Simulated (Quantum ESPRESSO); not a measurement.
# PbS (Galena) (Fm-3m) in Quantum ESPRESSO: a series of runs, part 2 of 2

Quantum ESPRESSO 7.5. Earlier steps stand in the parts before.

### Step 3. Phonons, RPBE

The input, pw.in:

```
&CONTROL
  calculation = 'scf'
  prefix = 'pwscf'
  outdir = './tmp'
  pseudo_dir = './pseudo'
  tprnfor = .true.
  tstress = .true.
  disk_io = 'low'
/
&SYSTEM
  ibrav = 0
  nat = 2
  ntyp = 2
  ecutwfc = 56
  nbnd = 16
  input_dft = 'rpbe'
  occupations = 'smearing'
  smearing = 'fd'
  degauss = 0.00367493
/
&ELECTRONS
  conv_thr = 4d-10
  electron_maxstep = 120
  mixing_beta = 0.5
/
ATOMIC_SPECIES
Pb   207.2000 Pb.upf
S     32.0600 S.upf
CELL_PARAMETERS angstrom
   0.0000000000    2.9657500000    2.9657500000
   2.9657500000    0.0000000000    2.9657500000
   2.9657500000    2.9657500000    0.0000000000
ATOMIC_POSITIONS crystal
Pb     0.0000000000    0.0000000000    0.0000000000
S      0.5000000000    0.5000000000    0.5000000000
K_POINTS automatic
8 8 8 1 1 1
```

The input, scf2.in:

```
&CONTROL
  calculation = 'scf'
  prefix = 'pwscf'
  outdir = './tmp'
  pseudo_dir = './pseudo'
  tprnfor = .true.
  tstress = .true.
  disk_io = 'low'
/
&SYSTEM
  ibrav = 0
  nat = 2
  ntyp = 2
  ecutwfc = 56
  nbnd = 16
  input_dft = 'rpbe'
  occupations = 'fixed'
/
&ELECTRONS
  conv_thr = 1d-13
  electron_maxstep = 120
  mixing_beta = 0.5
  startingpot = 'file'
  startingwfc = 'file'
/
ATOMIC_SPECIES
Pb   207.2000 Pb.upf
S     32.0600 S.upf
CELL_PARAMETERS angstrom
   0.0000000000    2.9657500000    2.9657500000
   2.9657500000    0.0000000000    2.9657500000
   2.9657500000    2.9657500000    0.0000000000
ATOMIC_POSITIONS crystal
Pb     0.0000000000    0.0000000000    0.0000000000
S      0.5000000000    0.5000000000    0.5000000000
K_POINTS automatic
8 8 8 1 1 1
```

The input, ph.in:

```
phonons of PbS
&INPUTPH
  prefix = 'pwscf'
  outdir = './tmp'
  tr2_ph = 1d-16
  fildyn = 'dyn'
  niter_ph = 60
  alpha_mix(1) = 0.7
  epsil = .true.
/
0.0000000000 0.0000000000 0.0000000000
```

The input, dynmat.in:

```
&INPUT
  fildyn = 'dyn'
  asr = 'crystal'
  lperm = .true.
  filout = 'dynmat.disp'
  fileig = 'dynmat.eig'
/
```

The input, dynmat_lo.in:

```
&INPUT
  fildyn = 'dyn'
  asr = 'crystal'
  filout = 'dynmat_lo.disp'
  fileig = 'dynmat_lo.eig'
  q(1) = 0
  q(2) = 0
  q(3) = 1
/
```

Potentials or basis: PseudoDojo 0.4.1 SR PBE standard.

The run is started by

```console
$ OMP_NUM_THREADS=1 pw.x -in pw.in > pw.out
$ OMP_NUM_THREADS=1 pw.x -in scf2.in > scf2.out
$ OMP_NUM_THREADS=1 ph.x -in ph.in > ph.out
$ OMP_NUM_THREADS=1 dynmat.x -in dynmat.in > dynmat.out
$ OMP_NUM_THREADS=1 dynmat.x -in dynmat_lo.in > dynmat_lo.out
```

pw.out:

```text
This program is part of the open-source Quantum ESPRESSO suite
     for quantum simulation of materials; please cite
         "P. Giannozzi et al., J. Phys.:Condens. Matter 21 395502 (2009);
         "P. Giannozzi et al., J. Phys.:Condens. Matter 29 465901 (2017);
         "P. Giannozzi et al., J. Chem. Phys. 152 154105 (2020);
     in publications or presentations arising from this work. More details at

     IMPORTANT: XC functional enforced from input :
     Exchange-correlation= RPBE
                           (   1   4  44   4   0   0   0)
     Any further DFT definition will be discarded
     Please, verify this is what you really want

     Message from routine setup:
     using ibrav=0 with symmetry is DISCOURAGED, use correct ibrav instead

     G-vector sticks info
     --------------------
     sticks:   dense  smooth     PW     G-vecs:    dense   smooth      PW
     Sum         955     955    301                19891    19891    3479

     Using Slab Decomposition

[... 211 lines left out ...]
          k = 0.0442 0.0442 0.0442 (  2505 PWs)   bands (ev):

    -8.0654  -8.0645  -8.0645  -8.0432  -8.0432  -4.7360   2.6878   6.6532
     6.6532   6.7383  13.6784  13.8398  13.8398  15.6160  15.6930  15.6930
[... 293 lines left out ...]
    -8.0890  -8.0706  -8.0578  -8.0244  -8.0174  -3.4693   0.1460   6.1143
     6.8229   8.0475   9.9952  11.1679  12.0196  17.2492  18.5819  18.5945

     the Fermi energy is     9.0551 ev

!    total energy              =    -163.00760097 Ry
     estimated scf accuracy    <          2.5E-10 Ry
     smearing contrib. (-TS)   =      -0.00000013 Ry
     internal energy E=F+TS    =    -163.00760084 Ry

     The total energy is F=E-TS. E is the sum of the following terms:
     one-electron contribution =     -35.88055615 Ry
     hartree contribution      =      30.57079650 Ry
     xc contribution           =     -46.46819710 Ry
     ewald contribution        =    -111.22964409 Ry

     convergence has been achieved in  10 iterations

     Forces acting on atoms (cartesian axes, Ry/au):

     atom    1 type  1   force =    -0.00000000    0.00000000   -0.00000000
     atom    2 type  2   force =     0.00000000    0.00000000   -0.00000000

     Total force =     0.000000     Total SCF correction =     0.000000

     Computing stress (Cartesian axis) and pressure

          total   stress  (Ry/bohr**3)                   (kbar)     P=       40.96
   0.00027846  -0.00000000  -0.00000000           40.96       -0.00       -0.00
  -0.00000000   0.00027846  -0.00000000           -0.00       40.96       -0.00
  -0.00000000  -0.00000000   0.00027846           -0.00       -0.00       40.96

=------------------------------------------------------------------------------=
   JOB DONE.
=------------------------------------------------------------------------------=
```

ph.out:

```text
This program is part of the open-source Quantum ESPRESSO suite
     for quantum simulation of materials; please cite
         "P. Giannozzi et al., J. Phys.:Condens. Matter 21 395502 (2009);
         "P. Giannozzi et al., J. Phys.:Condens. Matter 29 465901 (2017);
         "P. Giannozzi et al., J. Chem. Phys. 152 154105 (2020);
     in publications or presentations arising from this work. More details at

[... 341 lines left out ...]

     INITIALIZATION:

     DIELECTRIC CONSTANT AND EFFECTIVE CHARGES:

     DYNAMICAL MATRIX:

      Additional routines

=------------------------------------------------------------------------------=
   JOB DONE.
=------------------------------------------------------------------------------=
```

It took 15 min on 1 thread of Arm Neoverse V1, shared host; peak memory 0.08 GiB.

What came out:

```
Free energy                                             : -2217.8314 eV
Pressure after relaxing                                 : 4.1 GPa
Electronic dielectric tensor (diagonal)                 : 15.42
Born charges (mean of the diagonal)                     : Pb +4.41; S -4.40 e
Highest phonon frequency at Γ, LO-TO splitting left out : 85 cm⁻¹
Static dielectric tensor (diagonal)                     : 107.15
```

Phonon frequencies in cm⁻¹ (negative: imaginary):
| q point | frequencies |
| --- | --- |
| (0.000, 0.000, 0.000) | -3 -3 -3 85 85 85 |

Electronic dielectric tensor:
```
15.42  0.00  0.00
 0.00 15.42  0.00
 0.00  0.00 15.42
```

Born effective charge tensors (e):
atom 1, Pb
```
4.41 0.00 0.00
0.00 4.41 0.00
0.00 0.00 4.41
```
atom 2, S
```
-4.40  0.00  0.00
 0.00 -4.40  0.00
 0.00  0.00 -4.40
```

Optical modes at Γ, degenerate ones joined, polar ones without the macroscopic field:
| cm⁻¹ | components | symmetry | active in | IR intensity, summed ((D/Å)²/amu) |
| --- | --- | --- | --- | --- |
| 85 | 3 | T1u | IR | 48.34 |

Zone-centre frequencies without and with the macroscopic field along z (cm⁻¹):
|  | optical modes in rising order |
| --- | --- |
| without | 85 85 85 |
| with the field | 85 85 223 |

Static dielectric tensor, electrons and zone-centre modes:
```
107.15   0.00   0.00
  0.00 107.15   0.00
  0.00   0.00 107.15
```

Caveat: the potentials were made for another functional, which shifts forces and pressure; the cell is more than 3 GPa from zero pressure, which shifts response properties.

### Step 4. Comparison with measurements

Step 2. Measured high-frequency dielectric constant of PbS: 17.2 (300 K; a printed reference work, monograph). This calculation gives 18.13 (+5.4 %).

Step 3. Measured high-frequency dielectric constant of PbS: 17.2 (300 K; a printed reference work, monograph). This calculation gives 15.42 (-10.3 %).
